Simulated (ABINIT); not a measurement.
# CoO (R3m) in ABINIT: single point with LDA

Aim: the single point of CoO with LDA.

Program: ABINIT 10.8.3 (patched build). These are calculated values, not measurements. Logs are shortened: lines on timing, memory, paths and dates and some standing lists are left out, and cuts for length are marked. The log counts tension as positive stress, the text compression.

## Step 1: The crystal as given

Symmetry: R3m, No. 160, trigonal system. Conventional cell: a = 3.204 Å, b = 3.204 Å, c = 7.699 Å, α = 90.00°, β = 90.00°, γ = 120.00°. Around Co (site symmetry 3m) lie 4 O at 1.91 to 1.96 Å. O (site symmetry 3m) has 4 Co at 1.91 to 1.96 Å as nearest neighbours.

Measurements of this composition are mostly on another form, of space group No. 225.

## Step 2: Single point, LDA, collinear spin, ferromagnetic start

Contents of run.abi:

```
pp_dirpath "./"
pseudos "Co.upf, O.upf"

acell 3.16379267 3.16379267 3.16379267 Angstrom
rprim
     0.5064237796     0.2923839055     0.8112007195
    -0.5064237796     0.2923839055     0.8112007195
     0.0000000000    -0.5847678109     0.8112007195
ntypat 2
znucl 27 8
natom 2
typat 1 2
xred
     0.9989783200     0.9989783200     0.9989783200
     0.7510210300     0.7510210300     0.7510210300

ecut 46.0

kptopt 1
ngkpt 8 8 8
nshiftk 1
shiftk 0.0 0.0 0.0

ixc 7

nband 16
occopt 3
tsmear 0.00183747

nsppol 2
spinat
     0.0000000000     0.0000000000     2.0000000000
     0.0000000000     0.0000000000     0.0000000000

nstep 100
tolvrs 1.0e-10

iomode 3
prtwf 0
prtden 0
prteig 0
prtebands 0
enunit 2
```

Potentials or basis: PseudoDojo NC SR LDA v0.4.1 standard.

Run with:

```
$ mpirun --bind-to none -np 4 abinit run.abi > log 2>&1
```

run.abo:

```text
.Version 10.8.3 of ABINIT
 Symmetries : space group R3 m (#160); Bravais hR (rhombohedral)
================================================================================
 Values of the parameters that define the memory need of the present run
     intxc =       0    ionmov =       0      iscf =       7    lmnmax =       6
     lnmax =       6     mgfft =      40  mpssoang =       3    mqgrid =    3001
     natom =       2  nloc_mem =       1    nspden =       2   nspinor =       1
    nsppol =       2      nsym =       6    n1xccc =    2501    ntypat =       2
    occopt =       3   xclevel =       1
       mpw =        2317          nfft =       64000          nkpt =          65
================================================================================
================================================================================

--------------------------------------------------------------------------------
------------- Echo of variables that govern the present computation ------------
--------------------------------------------------------------------------------
 -outvars: echo values of preprocessed input variables --------
            acell      5.9787016655E+00  5.9787016655E+00  5.9787016655E+00 Bohr
              amu      5.89332000E+01  1.59994000E+01
             ecut      4.60000000E+01 Hartree
           enunit           2
                       outvar_i_n : Printing only first  50 k-points.
              ixc           7
                       outvar_i_n : Printing only first  50 k-points.
         kptrlatt        8    0    0      0    8    0      0    0    8
          kptrlen      4.78296133E+01
            natom           2
            nband          16
            ngfft          40      40      40
             nkpt          65
           nspden           2
           nsppol           2
            nstep         100
             nsym           6
           ntypat           2
                       prtocc : prtvol=0, do not print more k-points.
                       1.000000  1.000000  1.000000  1.000000  1.000000  1.000000
                       1.000000  1.000000  1.000000  1.000000  1.000000  1.000000
                       0.000000  0.000000  0.000000  0.000000
                       1.000000  1.000000  1.000000  1.000000  1.000000  1.000000
                       1.000000  1.000000  1.000000  1.000000  1.000000  1.000000
                       0.000000  0.000000  0.000000  0.000000
                       1.000000  1.000000  1.000000  1.000000  1.000000  1.000000
                       1.000000  1.000000  1.000000  1.000000  1.000000  1.000000
                       0.000000  0.000000  0.000000  0.000000
                       1.000000  1.000000  1.000000  1.000000  1.000000  1.000000
                       1.000000  1.000000  1.000000  1.000000  1.000000  1.000000
                       0.000000  0.000000  0.000000  0.000000
                       1.000000  1.000000  1.000000  1.000000  1.000000  1.000000
                       1.000000  1.000000  1.000000  1.000000  1.000000  1.000000
                       0.000000  0.000000  0.000000  0.000000
                       1.000000  1.000000  1.000000  1.000000  1.000000  1.000000
                       1.000000  1.000000  1.000000  1.000000  1.000000  1.000000
[... 118 lines left out ...]
                       1.000000  1.000000  1.000000  1.000000  1.000000  1.000000
                       1.000000  1.000000  1.000000  1.000000  1.000000  0.000000
                       0.000000  0.000000  0.000000  0.000000
                       1.000000  1.000000  1.000000  1.000000  1.000000  1.000000
                       1.000000  1.000000  1.000000  1.000000  1.000000  0.000000
                       0.000000  0.000000  0.000000  0.000000
                       1.000000  1.000000  1.000000  1.000000  1.000000  1.000000
                       1.000000  1.000000  1.000000  1.000000  1.000000  0.000000
                       0.000000  0.000000  0.000000  0.000000
                       1.000000  1.000000  1.000000  1.000000  1.000000  1.000000
                       1.000000  1.000000  1.000000  1.000000  1.000000  0.000000
                       0.000000  0.000000  0.000000  0.000000
                       1.000000  1.000000  1.000000  1.000000  1.000000  1.000000
                       1.000000  1.000000  1.000000  1.000000  1.000000  0.000000
                       0.000000  0.000000  0.000000  0.000000
                       prtocc : prtvol=0, do not print more k-points.
           occopt           3
           prtden           0
        prtebands           0
           prteig           0
            prtwf           0
            rprim      5.0642377960E-01  2.9238390550E-01  8.1120071950E-01
                      -5.0642377960E-01  2.9238390550E-01  8.1120071950E-01
                       0.0000000000E+00 -5.8476781090E-01  8.1120071950E-01
          spgroup         160
           spinat      0.0000000000E+00  0.0000000000E+00  2.0000000000E+00
[... 112 lines left out ...]
cartesian_forces: # hartree/bohr
- [  2.10391356E-19,   7.29611540E-20,   3.59256706E-03, ]
- [ -2.10391356E-19,  -7.29611540E-20,  -3.59256706E-03, ]
force_length_stats: {min:   3.59256706E-03, max:   3.59256706E-03, mean:   3.59256706E-03, }
...

 Integrated electronic and magnetization densities in atomic spheres:
 ------------------------------------------------------------------------------------------------------------
 Radius=ratsph(iatom), smearing ratsm=  0.0000. Diff(up-dn)=approximate z local magnetic moment.
    Atom    Radius    up_density   dn_density  Total(up+dn)  Diff(up-dn)
    1 Co   2.00000     8.677779     6.449021     15.126800     2.228758
    2  O   2.00000     3.274958     2.947156      6.222114     0.327802
 ------------------------------------------------------------------------------------------------------------
  Sum:                11.952737     9.396177     21.348914     2.556560
 Total magnetization (from the atomic spheres):                2.556560
 Total magnetization (exact up - dn):                          2.624619

================================================================================

 ----iterations are completed or convergence reached----

 Mean square residual over all n,k,spin=   23.265E-10; max=  20.323E-07
 reduced coordinates (array xred) for    2 atoms
       0.998978320000      0.998978320000      0.998978320000
       0.751021030000      0.751021030000      0.751021030000
 rms dE/dt=  1.7424E-02; max dE/dt=  1.7424E-02; dE/dt below (all hartree)
    1      -0.017423702939     -0.017423702939     -0.017423702939
    2       0.017423673648      0.017423673648      0.017423673648

 cartesian coordinates (angstrom) at end:
    1      0.00000000000000     0.00000000031606     7.69154633482102
    2     -0.00000000000000     0.00000000023761     5.78242083438808

 cartesian forces (hartree/bohr) at end:
    1      0.00000000000000     0.00000000000000     0.00359256705522
    2     -0.00000000000000    -0.00000000000000    -0.00359256705522
 frms,max,avg= 2.0741696E-03 3.5925671E-03   0.000E+00  0.000E+00  3.020E-09 h/b

 cartesian forces (eV/Angstrom) at end:
    1      0.00000000000000     0.00000000000000     0.18473722565224
    2     -0.00000000000000    -0.00000000000000    -0.18473722565224
 frms,max,avg= 1.0665809E-01 1.8473723E-01   0.000E+00  0.000E+00  1.553E-07 e/A
 length scales=  5.978701665455  5.978701665455  5.978701665455 bohr
              =  3.163792670000  3.163792670000  3.163792670000 angstroms
 Fermi (or HOMO) energy (hartree) =   0.23404   Average Vxc (hartree)=  -0.44799
 Magnetization (Bohr magneton)=  2.62461940E+00
 Total spin up =  1.28123097E+01   Total spin down =  1.01876903E+01
 Eigenvalues (hartree) for nkpt=  65  k points, SPIN UP:
 kpt#   1, nband= 16, wtk=  0.00195, kpt=  0.0000  0.0000  0.0000 (reduced coord)
  -3.27380   -1.94198   -1.94108   -1.94108   -0.49295    0.00604    0.00826    0.00826
   0.15199    0.15199    0.24041    0.24819    0.24819    0.25358    0.74326    0.74326
      occupation numbers for kpt#   1
   1.00000    1.00000    1.00000    1.00000    1.00000    1.00000    1.00000    1.00000
   1.00000    1.00000    0.03026    0.00045    0.00045    0.00002    0.00000    0.00000
 prteigrs : prtvol=0 or 1, do not print more k-points.

 Eigenvalues (hartree) for nkpt=  65  k points, SPIN DOWN:
 kpt#   1, nband= 16, wtk=  0.00195, kpt=  0.0000  0.0000  0.0000 (reduced coord)
  -3.19514   -1.85992   -1.85863   -1.85863   -0.47352    0.04433    0.04711    0.04711
   0.21994    0.21994    0.25575    0.31796    0.31796    0.32158    0.75858    0.75858
      occupation numbers for kpt#   1
   1.00000    1.00000    1.00000    1.00000    1.00000    1.00000    1.00000    1.00000
   0.99954    0.99954    0.00001    0.00000    0.00000    0.00000    0.00000    0.00000
 prteigrs : prtvol=0 or 1, do not print more k-points.

 Fermi (or HOMO) energy (eV) =   6.36857   Average Vxc (eV)= -12.19050
 Eigenvalues (   eV  ) for nkpt=  65  k points, SPIN UP:
 kpt#   1, nband= 16, wtk=  0.00195, kpt=  0.0000  0.0000  0.0000 (reduced coord)
 -89.08468  -52.84406  -52.81936  -52.81936  -13.41393    0.16445    0.22482    0.22482
   4.13597    4.13597    6.54193    6.75372    6.75372    6.90029   20.22524   20.22524
 prteigrs : prtvol=0 or 1, do not print more k-points.

 Eigenvalues (   eV  ) for nkpt=  65  k points, SPIN DOWN:
 kpt#   1, nband= 16, wtk=  0.00195, kpt=  0.0000  0.0000  0.0000 (reduced coord)
 -86.94411  -50.61102  -50.57580  -50.57580  -12.88519    1.20630    1.28188    1.28188
   5.98474    5.98474    6.95918    8.65217    8.65217    8.75050   20.64212   20.64212
 prteigrs : prtvol=0 or 1, do not print more k-points.

--- !EnergyTerms
iteration_state     : {dtset: 1, }
comment             : Components of total free energy in Hartree
kinetic             :  7.89397711563626E+01
hartree             :  5.22690726622678E+01
xc                  : -3.18512631847264E+01
Ewald energy        : -9.71543643090512E+01
psp_core            :  3.76294194292226E+00
local_psp           : -1.53226613682717E+02
non_local_psp       : -2.20388850160142E+01
internal            : -1.69299340430956E+02
'-kT*entropy'       : -9.52616971342499E-04
total_energy        : -1.69300293047927E+02
total_energy_eV     : -4.60689566568493E+03
band_energy         : -1.73421036247100E+01
...

 Cartesian components of stress tensor (hartree/bohr^3)
  sigma(1 1)=  6.06944553E-04  sigma(3 2)= -1.02888591E-12
  sigma(2 2)=  6.06944555E-04  sigma(3 1)=  0.00000000E+00
  sigma(3 3)=  4.61693653E-04  sigma(2 1)=  0.00000000E+00

-Cartesian components of stress tensor (GPa)         [Pressure= -1.6432E+01 GPa]
- sigma(1 1)=  1.78569253E+01  sigma(3 2)= -3.02708685E-08
- sigma(2 2)=  1.78569253E+01  sigma(3 1)=  0.00000000E+00
- sigma(3 3)=  1.35834962E+01  sigma(2 1)=  0.00000000E+00

== END DATASET(S) ==============================================================
================================================================================

 -outvars: echo values of variables after computation  --------
            acell      5.9787016655E+00  5.9787016655E+00  5.9787016655E+00 Bohr
           etotal     -1.6930029305E+02
            fcart      2.1039135579E-19  7.2961153971E-20  3.5925670552E-03
                      -2.1039135579E-19 -7.2961153971E-20 -3.5925670552E-03
            rprim      5.0642377960E-01  2.9238390550E-01  8.1120071950E-01
                      -5.0642377960E-01  2.9238390550E-01  8.1120071950E-01
                       0.0000000000E+00 -5.8476781090E-01  8.1120071950E-01
           strten      6.0694455293E-04  6.0694455455E-04  4.6169365334E-04
                      -1.0288859073E-12  0.0000000000E+00  0.0000000000E+00
           xangst      1.8318452360E-17  3.1605615799E-10  7.6915463348E+00
                      -1.0542078397E-17  2.3760758258E-10  5.7824208344E+00
             xred      9.9897832000E-01  9.9897832000E-01  9.9897832000E-01
                       7.5102103000E-01  7.5102103000E-01  7.5102103000E-01
 Calculation completed.
```

Run time: 71 s. Hardware: 4 MPI ranks of Arm Neoverse V1, shared host; peak memory 0.36 GiB.

What came out:

```yaml
Free_energy: -4606.8957 eV
Pressure: -16.4 GPa
Largest_force: 0.185 eV/Å
Band_gap_on_the_k_mesh: none (metal or under the smearing width)
Net_moment: 2.62 μB per cell
Site_moments: Co +2.23; O +0.33 μB
Valence_electrons_inside_the_program's_atomic_spheres: Co 15.13; O 6.22
```

Forces in eV/Å, atoms in the order of the input:
```
Co   0.000  0.000  0.185
O    0.000  0.000 -0.185
```

Caveat: so large a pressure means that the cell lies far from this level's equilibrium, or that cutoff or potentials fall short; a cell with one magnetic atom can't hold antiferromagnetic order, which such compounds often take; semilocal functionals often make such compounds metallic where correlation or magnetic order opens a gap, which also shifts bond lengths.
